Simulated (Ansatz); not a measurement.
CdSe: equation of state with r2SCAN-EpsX

CdSe:

```
Cd Se
1.0
     0.00000    3.07027    3.07027
     3.07027    0.00000    3.07027
     3.07027    3.07027    0.00000
Cd Se
1 1
Direct
  0.00000 0.00000 0.00000
  0.25000 0.25000 0.25000
```

Measurements of this composition are mostly on another form, of space group No. 186.

```
Program             : Ansatz 0.2.0
Task                : equation of state
Functional          : r2SCAN-EpsX
Potentials or basis : Ansatz PAW
Cutoff              : 500 eV
Density cutoff      : 2000 eV
k mesh              : 4 × 4 × 4
Occupations         : fermi-dirac, width 0.05 eV
Spin                : no spin polarisation
```

```json
{
 "Equilibrium volume": "28.99 Å³/atom",
 "Bulk modulus": "48 GPa",
 "Pressure derivative of the bulk modulus": "5.0"
}
```

Energy against volume, from the lowest point:
| volume (Å³/atom) | energy (meV/atom) |
| --- | --- |
| 27.206 | 18.80 |
| 27.784 | 8.26 |
| 28.363 | 2.14 |
| 28.942 | 0.00 |
| 29.521 | 1.42 |
| 30.100 | 5.94 |
| 30.679 | 13.22 |

All runs of the series together: 3.1 min on 2 threads of Intel(R) Xeon(R) 6975P-C (Granite Rapids) (shared host).

Caveat: the k mesh is coarse (spacing up to 0.44 Å⁻¹), so the values aren't converged, least of all with exact exchange; the PAW data sets were made with another functional, which shifts forces and pressure a little.
